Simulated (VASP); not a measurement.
## A VASP 6.6.1 single-point calculation on CdSe

INCAR

```
NBANDS = 33
ISIF = 2
NELM = 120
IBRION = -1
GGA = PE
LCHARG = .FALSE.
ENCUT = 520
LWAVE = .FALSE.
SIGMA = 0.02
LREAL = .FALSE.
EDIFF = 1E-7
ISMEAR = -1
IVDW = 20
LASPH = .TRUE.
NSW = 0
PREC = Low
```

KPOINTS

```
KPOINTS created by Atomic Simulation Environment
0
Gamma
8 8 8
0 0 0
```

POSCAR

```
Cd Se
 1.0000000000000000
     0.0000000000000000    3.0064253460999999    3.0064253460999999
     3.0064253460999999    0.0000000000000000    3.0064253460999999
     3.0064253460999999    3.0064253460999999    0.0000000000000000
 Cd  Se
   1   1
Cartesian
  0.0000000000000000  0.0000000000000000  0.0000000000000000
  1.5032126730499997  1.5032126730499997  1.5032126730499997
```

The recommended PBE PAW datasets give the neutral cell 18 valence electrons.

Command

```
mpirun -np 1 vasp_std
```

Task: How does this run end, and what does it give?

Result: It converged. Results: gap between bands v and c on the k mesh 0.68 eV; least direct gap on the k mesh 0.68 eV; pressure 3.1 GPa. Band v is the last that the valence electrons fill when counted band by band, and c is the next.

OSZICAR

```
N       E                     dE             d eps       ncg     rms          rms(c)
DAV:   1     0.131868156283E+03    0.13187E+03   -0.77087E+03  1994   0.489E+02
DAV:   2     0.557924834082E+00   -0.13131E+03   -0.11606E+03  2207   0.156E+02
DAV:   3    -0.576261300338E+01   -0.63205E+01   -0.62655E+01  2374   0.355E+01
DAV:   4    -0.578909610106E+01   -0.26483E-01   -0.26479E-01  2171   0.238E+00
DAV:   5    -0.578918828969E+01   -0.92189E-04   -0.92187E-04  2298   0.124E-01    0.673E+00
DAV:   6    -0.544251061679E+01    0.34668E+00   -0.16762E-01  2243   0.438E+00    0.522E+00
DAV:   7    -0.541765471610E+01    0.24856E-01   -0.78633E-02  2241   0.116E+00    0.222E+00
DAV:   8    -0.541882705863E+01   -0.11723E-02   -0.13104E-02  2206   0.716E-01    0.234E-01
DAV:   9    -0.541891112528E+01   -0.84067E-04   -0.64550E-04  2234   0.194E-01    0.663E-02
DAV:  10    -0.541900084024E+01   -0.89715E-04   -0.88022E-05  2235   0.559E-02    0.466E-02
DAV:  11    -0.541904095018E+01   -0.40110E-04   -0.31202E-05  2156   0.206E-02    0.120E-02
DAV:  12    -0.541904240578E+01   -0.14556E-05   -0.79635E-07  2331   0.372E-03    0.388E-03
DAV:  13    -0.541904278649E+01   -0.38071E-06   -0.65839E-07  2135   0.314E-03    0.110E-03
DAV:  14    -0.541904281639E+01   -0.29900E-07   -0.17581E-08  2029   0.817E-04
   1 F= -.60121570E+01 E0= -.60121570E+01  d E =-.197239E-09
```

Standard output (part)

```
POSCAR found type information on POSCAR CdSe
 POSCAR found :  2 types and       2 ions
 LDA part: xc-table for (Slater+PW92), standard interpolation
 POSCAR, INCAR and KPOINTS ok, starting setup
 WAVECAR not read
 entering main loop
 augmentation electrons   19.7232565867175
 total        electrons   19.7232565867175
 augmentation electrons   6.37199649908346
 soft         electrons   13.3513136409675
 total        electrons   19.7233101400510
 translations:           2           2           2
```

For comparison, a separate PBE run of the intended cell, on usual settings and not on those above, gives a gap of 0.68 eV on its mesh and a pressure of 5.3 GPa.
